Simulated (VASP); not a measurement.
# Ge (Fd-3m) in VASP: a series of runs, part 3 of 3

VASP 6.6.1. The steps go on from the part before.

### Step 5. Phonons, PBE

POSCAR reads:

```
Ge
1.0
    0.0000000000      2.8290000000      2.8290000000
    2.8290000000      0.0000000000      2.8290000000
    2.8290000000      2.8290000000      0.0000000000
Ge
2
Direct
    0.0000000000      0.0000000000      0.0000000000
    0.2500000000      0.2500000000      0.2500000000
```

INCAR.step1 reads:

```
PREC = Accurate
ENCUT = 600
EDIFF = 1E-8
ISMEAR = -1
SIGMA = 0.03
LREAL = False
LASPH = True
NELM = 80
ALGO = Normal
ISIF = 3
LWAVE = False
LCHARG = False
GGA = PE
NELECT = 27.94294
IBRION = 2
NSW = 40
EDIFFG = -0.002
```

INCAR.step2 reads:

```
PREC = Accurate
ENCUT = 600
EDIFF = 1E-8
ISMEAR = -1
SIGMA = 0.03
LREAL = False
LASPH = True
NELM = 80
ALGO = Normal
ISIF = 2
LWAVE = False
LCHARG = False
GGA = PE
NELECT = 27.94294
IBRION = 8
NSW = 1
```

KPOINTS reads:

```
regular mesh
0
Gamma
  14 14 14
```

Potentials or basis: VASP PAW PBE potentials, release 64 (Ge_d).

Run with:

```bash
cat potpaw_PBE.64/Ge_d/POTCAR > POTCAR
cp INCAR.step1 INCAR
mpirun -np 1 vasp_std > vasp.out
cp CONTCAR POSCAR
cp INCAR.step2 INCAR
mpirun -np 1 vasp_std > vasp.out
```

OUTCAR:

```text
PREC = Accurate
   ENCUT = 600
   EDIFF = 1E-8
   ISMEAR = -1
   LREAL = False
   LASPH = True
   NELM = 80
   ISIF = 2
   GGA = PE
   NELECT = 27.94294
   IBRION = 8
   NSW = 1

 ion  position               nearest neighbor table
   1  0.000  0.000  0.000-   2 2.47   2 2.47   2 2.47   2 2.47
   2  0.250  0.250  0.250-   1 2.47   1 2.47   1 2.47   1 2.47

  LATTYP: Found a face centered cubic cell.
 ALAT       =     5.7052437792

  Lattice vectors:

 A1 = (   0.0000000000,   2.8526218896,   2.8526218896)
 A2 = (   2.8526218896,   0.0000000000,   2.8526218896)
 A3 = (   2.8526218896,   2.8526218896,   0.0000000000)

Analysis of symmetry for initial positions (statically):
=====================================================================
 Subroutine PRICEL returns:
 Original cell was already a primitive cell.

 Routine SETGRP: Setting up the symmetry group for a
 face centered cubic supercell.

[... 732 lines left out ...]
     0.00000  0.00395  8.23442
     0.00000  8.23442  0.00395

 INTERNAL STRAIN TENSOR FOR ION    2 for displacements in x,y,z  (eV/Angst):
          X           Y           Z          XY          YZ          ZX
  --------------------------------------------------------------------------------
  x     0.00000     0.00000     0.00000     0.00000    -8.23442     0.00000
  y     0.00000     0.00000     0.00000     0.00000     0.00000    -8.23442
  z     0.00000     0.00000     0.00000    -8.23442     0.00000     0.00000

 SECOND DERIVATIVES (NOT SYMMETRIZED)
 ------------------------------------
               1X          1Y          1Z          2X          2Y          2Z
  1X    -9.757293    0.000000    0.000000    9.757293    0.000000    0.000000
  1Y     0.000000   -9.757293    0.000000    0.000000    9.757293    0.000000
  1Z     0.000000    0.000000   -9.757293    0.000000    0.000000    9.757293
  2X     9.757293    0.000000    0.000000   -9.757293    0.000000    0.000000
  2Y     0.000000    9.757293    0.000000    0.000000   -9.757293    0.000000
  2Z     0.000000    0.000000    9.757293    0.000000    0.000000   -9.757293

 Eigenvectors and eigenvalues of the dynamical matrix
 ----------------------------------------------------

   1 f  =    8.104611 THz    50.922774 2PiTHz  270.340729 cm-1    33.517964 meV
             X         Y         Z           dx          dy          dz
      0.000000  0.000000  0.000000     0.707107    0.000000    0.000000
      1.426311  1.426311  1.426311    -0.707107    0.000000    0.000000
[... 16 lines left out ...]
   5 f  =    0.000000 THz     0.000000 2PiTHz    0.000000 cm-1     0.000000 meV
             X         Y         Z           dx          dy          dz
      0.000000  0.000000  0.000000     0.707107    0.000000    0.000000
      1.426311  1.426311  1.426311     0.707107    0.000000    0.000000

   6 f/i=    0.000000 THz     0.000001 2PiTHz    0.000003 cm-1     0.000000 meV
             X         Y         Z           dx          dy          dz
      0.000000  0.000000  0.000000     0.000000   -0.165883   -0.687374
      1.426311  1.426311  1.426311     0.000000   -0.165883   -0.687374

--------------------------------------------------------------------------------------------------------

 ELASTIC MODULI CONTR FROM IONIC RELAXATION (kBar)
 Direction    XX          YY          ZZ          XY          YZ          ZX
 --------------------------------------------------------------------------------
 XX           0.0000      0.0000      0.0000      0.0000      0.0000      0.0000
 YY           0.0000      0.0000      0.0000      0.0000      0.0000      0.0000
 ZZ           0.0000      0.0000      0.0000      0.0000      0.0000      0.0000
 XY           0.0000      0.0000      0.0000   -239.8193      0.0000      0.0000
 YZ           0.0000      0.0000      0.0000      0.0000   -239.8193      0.0000
 ZX           0.0000      0.0000      0.0000      0.0000      0.0000   -239.8193
 --------------------------------------------------------------------------------
```

Run time: 4.8 min. Hardware: 1 thread of Intel Xeon 6975P-C (Granite Rapids), shared host; peak memory 0.85 GiB.

Results:

```
Relaxed volume                         : 23.21 Å³/atom
Relaxed cell                           : a = 4.034 Å, b = 4.034 Å, c = 4.034 Å, α = 60.00°, β = 60.00°, γ = 60.00°
Space group after relaxing (to 0.05 Å) : Fd-3m (No. 227)
Highest phonon frequency at Γ          : 270 cm⁻¹
```

Step by step:
```csv
step,energy change (eV),largest force (eV/Å),pressure (GPa),volume (Å³)
1,0.0000,0.0000,1.70,45.28
2,-0.0051,0.0000,-0.60,46.87
3,-0.0059,0.0000,0.00,46.43
```

Final structure:
```
Ge
1.0
     0.00000    2.85262    2.85262
     2.85262    0.00000    2.85262
     2.85262    2.85262    0.00000
Ge
2
Cartesian
  0.0000 0.0000 0.0000
  1.4263 1.4263 1.4263
```

Phonon frequencies in cm⁻¹ (negative: imaginary):
```tsv
q point	frequencies
(0.000, 0.000, 0.000)	0 0 0 270 270 270
```

Caveat: the cell is charged against a uniform background, so pressure and absolute levels hang on convention.

### Step 6. Phonons, PBE

POSCAR is that of step 5.

INCAR.step1, as its differences from that of step 5:

```diff
@@ -13,3 +13,3 @@
 GGA = PE
-NELECT = 27.94294
+NELECT = 27.88679
 IBRION = 2
```

INCAR.step2, as its differences from that of step 5:

```diff
@@ -13,3 +13,3 @@
 GGA = PE
-NELECT = 27.94294
+NELECT = 27.88679
 IBRION = 8
```

KPOINTS is that of step 5.

Potentials or basis: VASP PAW PBE potentials, release 64 (Ge_d).

Run with:

```bash
cat potpaw_PBE.64/Ge_d/POTCAR > POTCAR
cp INCAR.step1 INCAR
mpirun -np 1 vasp_std > vasp.out
cp CONTCAR POSCAR
cp INCAR.step2 INCAR
mpirun -np 1 vasp_std > vasp.out
```

OUTCAR:

```text
PREC = Accurate
   ENCUT = 600
   EDIFF = 1E-8
   ISMEAR = -1
   LREAL = False
   LASPH = True
   NELM = 80
   ISIF = 2
   GGA = PE
   NELECT = 27.88679
   IBRION = 8
   NSW = 1

 ion  position               nearest neighbor table
   1  0.000  0.000  0.000-   2 2.45   2 2.45   2 2.45   2 2.45
   2  0.250  0.250  0.250-   1 2.45   1 2.45   1 2.45   1 2.45

  LATTYP: Found a face centered cubic cell.
 ALAT       =     5.6549534685

  Lattice vectors:

 A1 = (   0.0000000000,   2.8274767342,   2.8274767342)
 A2 = (   2.8274767342,   0.0000000000,   2.8274767342)
 A3 = (   2.8274767342,   2.8274767342,   0.0000000000)

Analysis of symmetry for initial positions (statically):
=====================================================================
 Subroutine PRICEL returns:
 Original cell was already a primitive cell.

 Routine SETGRP: Setting up the symmetry group for a
 face centered cubic supercell.

 Subroutine GETGRP returns: Found 48 space group operations
 (whereof 24 operations were pure point group operations)
 out of a pool of 48 trial point group operations.

The static configuration has the point symmetry T_d .
 The point group associated with its full space group is O_h .

Analysis of symmetry for dynamics (positions and initial velocities):
=====================================================================
 Subroutine PRICEL returns:
 Original cell was already a primitive cell.

[... 689 lines left out ...]

 POSITION                                       TOTAL-FORCE (eV/Angst)
 -----------------------------------------------------------------------------------
      0.00000      0.00000      0.00000         0.000000      0.000000      0.000000
      1.41374      1.41374      1.41374        -0.000000     -0.000000     -0.000000
 -----------------------------------------------------------------------------------
    total drift:                               -0.000000      0.000000      0.000000

  FREE ENERGIE OF THE ION-ELECTRON SYSTEM (eV)
  ---------------------------------------------------
  free  energy   TOTEN  =        -9.5260158018 eV

  energy  without entropy=       -9.5245298670  energy(sigma->0) =       -9.52527283

[... ionic steps 2 to 3 ...]

--------------------------------------- Ionic step        4  -------------------------------------------

 Free energy of the ion-electron system (eV)
  ---------------------------------------------------
  ---------------------------------------------------
  free energy    TOTEN  =        -0.19386146 eV

  energy without entropy =       -0.19386146

------------------------ aborting loop because EDIFF is reached ----------------------------------------

 INTERNAL STRAIN TENSOR  FOR ION    1  DIRECTION 1   (eV/Angst):
 -----------------------------------------------------------------------------
    -0.00575  0.00000  0.00000
     0.00000  0.00373  9.91647
     0.00000  9.91647  0.00373

 INTERNAL STRAIN TENSOR FOR ION    2 for displacements in x,y,z  (eV/Angst):
          X           Y           Z          XY          YZ          ZX
  --------------------------------------------------------------------------------
  x     0.00000    -0.00000    -0.00000     0.00000    -9.91647     0.00000
  y    -0.00000    -0.00000    -0.00000     0.00000     0.00000    -9.91647
  z    -0.00000    -0.00000     0.00000    -9.91647     0.00000     0.00000

 SECOND DERIVATIVES (NOT SYMMETRIZED)
 ------------------------------------
               1X          1Y          1Z          2X          2Y          2Z
  1X    -8.813067    0.000000    0.000000    8.813067    0.000000    0.000000
  1Y     0.000000   -8.813067    0.000000    0.000000    8.813067    0.000000
  1Z     0.000000    0.000000   -8.813067    0.000000    0.000000    8.813067
  2X     8.813067    0.000000    0.000000   -8.813067    0.000000    0.000000
  2Y     0.000000    8.813067    0.000000    0.000000   -8.813067    0.000000
  2Z     0.000000    0.000000    8.813067    0.000000    0.000000   -8.813067

 Eigenvectors and eigenvalues of the dynamical matrix
 ----------------------------------------------------

   1 f  =    7.702488 THz    48.396160 2PiTHz  256.927348 cm-1    31.854917 meV
             X         Y         Z           dx          dy          dz
      0.000000  0.000000  0.000000     0.000000   -0.707107    0.000000
      1.413738  1.413738  1.413738     0.000000    0.707107    0.000000
[... 21 lines left out ...]
   6 f  =    0.000000 THz     0.000000 2PiTHz    0.000000 cm-1     0.000000 meV
             X         Y         Z           dx          dy          dz
      0.000000  0.000000  0.000000     0.000000    0.000000    0.707107
      1.413738  1.413738  1.413738     0.000000    0.000000    0.707107

--------------------------------------------------------------------------------------------------------

 ELASTIC MODULI CONTR FROM IONIC RELAXATION (kBar)
 Direction    XX          YY          ZZ          XY          YZ          ZX
 --------------------------------------------------------------------------------
 XX          -0.0000     -0.0000      0.0000     -0.0000      0.0000     -0.0000
 YY          -0.0000     -0.0000     -0.0000     -0.0000     -0.0000     -0.0000
 ZZ           0.0000     -0.0000     -0.0000      0.0000     -0.0000     -0.0000
 XY          -0.0000     -0.0000      0.0000   -395.4306      0.0000      0.0000
 YZ           0.0000     -0.0000     -0.0000      0.0000   -395.4306      0.0000
 ZX          -0.0000     -0.0000     -0.0000      0.0000      0.0000   -395.4306
 --------------------------------------------------------------------------------
```

OUTCAR.step1:

```text
PREC = Accurate
   ENCUT = 600
   EDIFF = 1E-8
   ISMEAR = -1
   LREAL = False
   LASPH = True
   NELM = 80
   ISIF = 3
[... 797 lines left out ...]
  -------------------------------------------------------------------------------------
  Total        0.0027215      0.0027215      0.0027215      0.0000000      0.0000000     -0.0000000
  in kB        0.0964479      0.0964479      0.0964479      0.0000000      0.0000000     -0.0000000
  external PRESSURE =       0.0964479 kB  Pullay stress =       0.0000000 kB
[... 17 lines left out ...]
  FREE ENERGIE OF THE ION-ELECTRON SYSTEM (eV)
  ---------------------------------------------------
  free  energy   TOTEN  =        -9.5260251851 eV

  energy  without entropy=       -9.5245392473  energy(sigma->0) =       -9.52528222

 reached required accuracy - stopping structural energy minimisation
```

OSZICAR.step1:

```text
N       E                     dE             d eps       ncg     rms          rms(c)
DAV:   1     0.167136316904E+03    0.16714E+03   -0.16046E+04  3804   0.438E+03
DAV:   2     0.122087447416E+02   -0.15493E+03   -0.15205E+03  3764   0.572E+02
[... 26 lines left out ...]
DAV:   1    -0.952612191051E+01   -0.99860E-04   -0.13737E-03  4950   0.786E-01    0.580E-02
DAV:   2    -0.952605118555E+01    0.70725E-04   -0.10046E-04  4862   0.216E-01    0.289E-02
DAV:   3    -0.952602792879E+01    0.23257E-04   -0.38811E-05  4958   0.118E-01    0.691E-03
DAV:   4    -0.952602523884E+01    0.26900E-05   -0.45955E-06  4788   0.460E-02    0.150E-03
DAV:   5    -0.952602528884E+01   -0.49999E-07   -0.34743E-07  4474   0.119E-02    0.107E-03
DAV:   6    -0.952602519503E+01    0.93812E-07   -0.25642E-08  2938   0.342E-03    0.325E-05
DAV:   7    -0.952602518506E+01    0.99681E-08   -0.25203E-09  1878   0.697E-04
   3 F= -.95260252E+01 E0= -.95252822E+01  d E =-.250044E-04
```

Wall time 4.5 min (1 thread of Intel Xeon 6975P-C (Granite Rapids), shared host); peak memory 0.84 GiB.

What came out:

| Quantity | Value |
| --- | --- |
| Relaxed volume | 22.60 Å³/atom |
| Relaxed cell | a = 3.999 Å, b = 3.999 Å, c = 3.999 Å, α = 60.00°, β = 60.00°, γ = 60.00° |
| Space group after relaxing (to 0.05 Å) | Fd-3m (No. 227) |
| Highest phonon frequency at Γ | 257 cm⁻¹ |

Final structure:
```xyz
2
Lattice="0.0000 2.8275 2.8275 2.8275 0.0000 2.8275 2.8275 2.8275 0.0000" Properties=species:S:1:pos:R:3 pbc="T T T"
Ge    0.0000    0.0000    0.0000
Ge    1.4137    1.4137    1.4137
```

Phonon frequencies in cm⁻¹ (negative: imaginary):
```tsv
q point	frequencies
(0.000, 0.000, 0.000)	0 0 0 257 257 257
```

Caveat: the cell is charged against a uniform background, so pressure and absolute levels hang on convention.
